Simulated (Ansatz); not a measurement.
The system is TiO2.

```
CELL_PARAMETERS angstrom
4.81270 0.00000 0.00000
0.00000 4.87188 0.00000
-0.86289 0.00000 4.96659
ATOMIC_POSITIONS crystal
Ti 0.27744 0.05281 0.21315
Ti 0.72256 0.55281 0.28685
Ti 0.72256 0.94719 0.78685
Ti 0.27744 0.44719 0.71315
O 0.06384 0.17697 0.85156
O 0.93616 0.67697 0.64844
O 0.93616 0.82303 0.14844
O 0.06384 0.32303 0.35156
O 0.44536 0.75763 0.46677
O 0.55464 0.25763 0.03323
O 0.55464 0.24237 0.53323
O 0.44536 0.74237 0.96677
```

The cell comes from a database or a generator and needn't be the stable form of this composition.

* Program: Ansatz 0.2.0
* Task: relaxation of cell and atoms
* Functional: PBEsol
* Potentials or basis: Ansatz PAW
* Cutoff: 420 eV (not typed: the program's choice for these potentials)
* k mesh: 6 × 6 × 6
* Occupations: fermi-dirac, width 0.05 eV
* Spin: no spin polarisation

At the start: volume 9.70 Å³/atom.

**Question.** Where does the relaxation end?

**Answer.** It ends after 9 steps and the volume is 9.54 Å³/atom (-1.7 %); space group P2_1/c (No. 14, to 0.05 Å).

Step by step:
| step | energy change (eV) | largest force (eV/Å) | volume (Å³) |
| --- | --- | --- | --- |
| 1 | 0.0000 | 0.1467 | 116.45 |
| 2 | -0.0291 | 0.0919 | 115.12 |
| 3 | -0.0353 | 0.0540 | 114.59 |
| 4 | -0.0369 | 0.0990 | 114.51 |
| 5 | -0.0375 | 0.0195 | 114.53 |
| 6 | -0.0374 | 0.0043 | 114.56 |
| 7 | -0.0282 | 0.0043 | 114.56 |
| 8 | -0.0287 | 0.0022 | 114.47 |
| 9 | -0.0282 | 0.0022 | 114.47 |

Final structure:
```cif
data_structure
_symmetry_space_group_name_H-M 'P 1'
_symmetry_Int_Tables_number 1
_cell_length_a 4.7807
_cell_length_b 4.8611
_cell_length_c 5.0024
_cell_angle_alpha 90.000
_cell_angle_beta 100.056
_cell_angle_gamma 90.000
_cell_volume 114.47
loop_
_atom_site_label
_atom_site_type_symbol
_atom_site_fract_x
_atom_site_fract_y
_atom_site_fract_z
_atom_site_occupancy
Ti1 Ti 0.27862 0.05498 0.21360 1
Ti2 Ti 0.72138 0.55498 0.28640 1
Ti3 Ti 0.72138 0.94502 0.78640 1
Ti4 Ti 0.27862 0.44502 0.71360 1
O1 O 0.06522 0.17218 0.84668 1
O2 O 0.93478 0.67218 0.65332 1
O3 O 0.93478 0.82782 0.15332 1
O4 O 0.06522 0.32782 0.34668 1
O5 O 0.44376 0.75859 0.46945 1
O6 O 0.55624 0.25859 0.03055 1
O7 O 0.55624 0.24141 0.53055 1
O8 O 0.44376 0.74141 0.96945 1
```

Caveat: the plane-wave basis is chosen anew once the cell has moved, so the energies of steps on either side of that aren't comparable; the pressure holds a Pulay correction of +0.9 GPa for the finite cutoff; the PAW data sets come from PBE, with cores solved anew for the run's functional, which leaves a small shift of forces and pressure.
